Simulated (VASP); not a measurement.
GaP:

```
CELL_PARAMETERS angstrom
0.00000 2.72525 2.72525
2.72525 0.00000 2.72525
2.72525 2.72525 0.00000
ATOMIC_POSITIONS crystal
Ga 0.00000 0.00000 0.00000
P 0.25000 0.25000 0.25000
```

| Property | Result |
| --- | --- |
| Program | VASP 6.6.1 |
| Task | relaxation of cell and atoms |
| Functional | PBE |
| Potentials or basis | VASP PAW PBE potentials, release 64 (Ga_d, P) |
| Cutoff | 600 eV |
| k mesh | 8 × 8 × 8 |
| Occupations | gaussian, width 0.02 eV |
| Spin | no spin polarisation |

At the start: pressure 2.5 GPa; volume 20.24 Å³/atom.

Problem. How do energy, volume and symmetry change on relaxing?

Solution. Over 3 steps the energy falls by 4.6 meV/atom and the volume is 20.86 Å³/atom (+3.0 %); space group F-43m (No. 216, to 0.05 Å).

Step by step:
| step | energy change (eV) | largest force (eV/Å) | pressure (GPa) | volume (Å³) |
| --- | --- | --- | --- | --- |
| 1 | 0.0000 | 0.0000 | 2.46 | 40.48 |
| 2 | -0.0071 | 0.0000 | -1.06 | 42.33 |
| 3 | -0.0092 | 0.0000 | 0.00 | 41.71 |

Final structure:
```yaml
crystal:
  lattice:
    - [0.00000, 2.75266, 2.75266]
    - [2.75266, 0.00000, 2.75266]
    - [2.75266, 2.75266, 0.00000]
  atoms:
    - { symbol: Ga, position: [0.00000, 0.00000, 0.00000] }
    - { symbol: P, position: [0.25000, 0.25000, 0.25000] }
```
